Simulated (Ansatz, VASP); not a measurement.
## Two plane-wave programs on Fe3Ge2

```
Fe Ge
1.0
     4.00527    0.00000    0.00000
    -2.00264    3.46867    0.00000
     0.00000    0.00000    4.91833
Fe Ge
3 2
Direct
  0.00000 0.00000 0.74540
  0.00000 0.00000 0.25460
  0.66667 0.33333 0.00000
  0.66667 0.33333 0.50000
  0.33333 0.66667 0.00000
```

The cell comes from a database or a generator and needn't be the stable form of this composition.

Alike in both runs: task single point; functional r2SCAN; k mesh 6 × 6 × 4; occupations gaussian, width 0.1 eV; collinear spin.

|  | VASP | Ansatz |
| --- | --- | --- |
| version | VASP 6.6.1 | Ansatz 0.2.0 |
| potentials or method | VASP PAW PBE potentials, release 64 (Fe, Ge_d) | scalar-relativistic, plane waves, PAW |
| plane-wave cutoff (eV) | 520 | 500 |
| valence electrons in the cell | 52 | 76 |

|  | VASP | Ansatz | Ansatz less VASP |
| --- | --- | --- | --- |
| gap on the k mesh at the Fermi level (eV) | none | none | - |
| pressure (GPa) | 0.8 | 0.8 | +0.08 |
| largest component of the traceless stress (GPa) | 0.61 | 0.66 | +0.044 |
| rms of the force components (eV/Å) | 0.030 | 0.017 | -0.0125 |
| net moment per atom (μB) | 1.38 | 1.39 | +0.002 |
| size of the moment on the site where the two differ most (μB) | 0.14 | 0.09 | -0.056 |

Site moments also hang on the region over which each program counts them. Atom by atom the forces differ by 0.013 eV/Å (rms over components). A gap of «none» marks a metal or a gap that the smearing closes. The two sets of potentials don't hold the same shells in valence. Ansatz warned: «stability_check_not_made».

Caveats: the PAW data sets were made with another functional, which shifts forces and pressure a little (VASP).
